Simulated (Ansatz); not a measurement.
# HfN/SiC/Hf: predicting the conductance of a thicker barrier

Set-up. Ansatz 0.2.0, plane waves with PAW datasets, PBE. Interfaces are relaxed in a short slab (with D3(BJ) where the barrier is layered), set between ideal electrode layers that go on as semi-infinite leads, and the zero-bias conductance G at 300 K comes from T(E) on a typed mesh. The error is the largest of the program's estimates from energy step, mesh, the leads' potential steps and neutrality; its separate bound for narrow resonances between the energies solved isn't counted and can be far larger. The lower electrode is HfN (rock salt 111), the upper Hf (hcp 0001) and the barrier SiC (wurtzite 0001), on a net of side 3.09 Å; d is the distance between the electrodes' last planes.

What is known so far:

| planes in the barrier | d (Å) | G (S/m²) | error (%) | lead step (meV) |
| --- | --- | --- | --- | --- |
| 4 | 8.25 | 4.00e13 | 33 | 29 |
| 8 | 13.33 | 3.57e12 | 43 | 29 |

Q: A further run has 12 planes, d = 18.40 Å. Fit G ∝ exp(−βd) to the rows shown and predict its conductance.

A: Through two points, β = ln(4.00e13 / 3.57e12) / (13.33 − 8.25) = 2.42 / 5.08 = 0.476 Å⁻¹. From the last point shown, G = 3.57e12 × exp(−0.476 × 5.07) = 3.20e11 S/m².

Check: The run gave 2.25e11 S/m², with an error estimate of 32 % and a lead step of 29 meV. The prediction is 1.42 times that, too high by 42 %. That lies within the runs' own error estimates, carried through the fit.

Caveats: The interfaces are ideal, one cell wide, strained to a common net and relaxed from one registry with their symmetry kept. PBE's gaps are too small, so true decay constants are likely larger where the Fermi level lies deep in a gap. No spin-orbit coupling, phonons, disorder or image charges enter. The rows shown are chosen by tests on error estimates (under 100 to 120 %), lead steps (under 150 meV, though the program warns over 25), intact interfaces and, for fits, a steady trend in the rows shown; the data set holds 414 series of this kind, and not all pass.
